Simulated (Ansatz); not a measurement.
MnO:

```
CELL_PARAMETERS angstrom
2.97129 -1.71698 0.00000
2.97129 1.71698 0.00000
-1.98463 0.00000 2.81031
ATOMIC_POSITIONS crystal
Mn 0.50020 0.50020 0.50067
O 0.74980 0.74980 0.24934
```

The cell comes from a database or a generator and needn't be the stable form of this composition.

Base run:

- Program: Ansatz 0.2.0
- Functional: PBEsol
- Potentials or basis: Ansatz PAW
- Cutoff: 420 eV (not typed: the program's choice for these potentials)
- k mesh: 7 × 7 × 7
- Occupations: fermi-dirac, width 0.05 eV
- Spin: collinear spin, ferromagnetic start
- Starting moments: [4.0, 0.0] μB

Its results: band gap on the k mesh none (metal or under the smearing width); pressure -8.4 GPa; net moment 4.99 μB per cell; site moments Mn +4.00; O +0.20 μB.

**Question.** After a change of settings the same cell gave: band gap on the k mesh none (metal or under the smearing width); pressure -0.4 GPa; net moment 4.99 μB per cell; site moments Mn +4.01; O +0.25 μB. Which change was it?
A. functional from PBEsol to r2SCAN; cutoff from 420 eV (not typed: the program's choice for these potentials) to 500 eV (not typed: the program's choice for these potentials)
B. functional from PBEsol to revPBE
C. functional from PBEsol to BLYP

**Answer.** C.

BLYP binds less tightly than PBEsol, so the same cell stands under more pressure.

Caveats: a cell with one magnetic atom can't hold antiferromagnetic order, which such compounds often take; semilocal functionals often make such compounds metallic where correlation or magnetic order opens a gap, which also shifts bond lengths; the PAW data sets come from PBE, with cores solved anew for the run's functional, which leaves a small shift of forces and pressure.

Runs at the PBE level aren't shown here.
